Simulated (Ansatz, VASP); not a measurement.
**Two plane-wave programs on SrO**

```
Sr O
1.0
     0.00000    2.56980    2.56980
     2.56980    0.00000    2.56980
     2.56980    2.56980    0.00000
Sr O
1 1
Direct
  0.04864 0.04864 0.95136
  0.50000 0.50000 0.50000
```

Change from the starting cell: all Sr atoms moved -0.250 Å, as atom 1 towards its neighbour atom 2 (O) at 2.570 Å.

Alike in both runs: task single point; functional PBEsol; k mesh 8 × 8 × 8; occupations gaussian, width 0.05 eV; no spin polarisation.

|  | VASP | Ansatz |
| --- | --- | --- |
| version | VASP 6.6.1 | Ansatz 0.2.0 |
| potentials or method | VASP PAW PBE potentials, release 64 (Sr_sv, O) | scalar-relativistic, plane waves, PAW |
| plane-wave cutoff (eV) | 520 | 420 |
| valence electrons in the cell | 16 | 16 |

Ansatz gave:

- gap on the k mesh at the Fermi level (eV): 3.30
- least direct gap on the mesh (eV): 3.32
- pressure (GPa): 0.9
- largest component of the traceless stress (GPa): 4.61
- rms of the force components (eV/Å): 0.435

Problem. Estimate VASP's values.

Solution. gap on the k mesh at the Fermi level (eV): 3.26; least direct gap on the mesh (eV): 3.29; pressure (GPa): 1.6; largest component of the traceless stress (GPa): 4.91; rms of the force components (eV/Å): 0.465.

Atom by atom the forces differ by 0.030 eV/Å (rms over components).

Caveats: the PAW data sets were made with another functional, which shifts forces and pressure a little (VASP). A k mesh can miss the band edges.
